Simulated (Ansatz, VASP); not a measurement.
# HfN: VASP beside Ansatz

```
CELL_PARAMETERS angstrom
0.00000 2.42164 2.42164
2.42164 0.00000 2.42164
2.42164 2.42164 0.00000
ATOMIC_POSITIONS crystal
Hf 0.00000 0.00000 0.00000
N 0.25000 0.25000 0.25000
```

Change from the starting cell: volume scaled by 0.96.

Alike in both runs: task single point; functional PBEsol; k mesh 9 × 9 × 9; occupations fermi-dirac, width 0.05 eV; no spin polarisation.

|  | VASP | Ansatz |
| --- | --- | --- |
| version | VASP 6.6.1 | Ansatz 0.2.0 |
| potentials or method | VASP PAW PBE potentials, release 64 (Hf_pv, N) | Ansatz PAW |
| plane-wave cutoff (eV) | 520 | 420 |
| valence electrons in the cell | 15 | 31 |

|  | VASP | Ansatz | Ansatz less VASP |
| --- | --- | --- | --- |
| gap on the k mesh at the Fermi level (eV) | none | none | - |
| pressure (GPa) | 2.2 | 3.0 | +0.77 |

A gap of «none» marks a metal or a gap that the smearing closes. The functional is the same, so the differences come from potentials, cutoffs and numerics. The two sets of potentials don't hold the same shells in valence.

Caveats: the PAW data sets were made with another functional, which shifts forces and pressure a little (VASP); the pressure holds a Pulay correction of +0.4 GPa for the finite cutoff (Ansatz); the PAW data sets come from PBE, with cores solved anew for the run's functional, which leaves a small shift of forces and pressure (Ansatz). The runs have no spin-orbit coupling, so splittings on Hf are missing.
